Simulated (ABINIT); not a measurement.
Runs of ABINIT 10.8.3 (patched build) on MgSe. The structure is cubic, space group Fm-3m (No. 225). The conventional cell has a = 5.451 Å, b = 5.451 Å, c = 5.451 Å, α = 90.00°, β = 90.00°, γ = 90.00°. Se (site symmetry m-3m) has 6 Mg at 2.73 Å as nearest neighbours. Around Mg (site symmetry m-3m) lie 6 Se at 2.73 Å. 

```csv
level,V0 of scaled cells (Å³/atom),B0 (GPa)
PBEsol,(a),65
r2SCAN,20.51,(c)
AM05,20.34,(b)
LDA,19.68,71
```

Alike in all rows: task equation of state; potentials or basis JTH PAW PBE v2.0; no spin polarisation; cell as given; k mesh 8 × 8 × 8; cutoff (eV) 626; smearing fermi-dirac 0.05 eV.

Question: Fill in the values left out.

Answer: (a) 20.25; (b) 63; (c) 66.

Caveats: pressures at fixed basis lie under the slope of the energies; the PAW data sets were made with another functional, which shifts forces and pressure a little.

Runs at the PBE level aren't shown here.
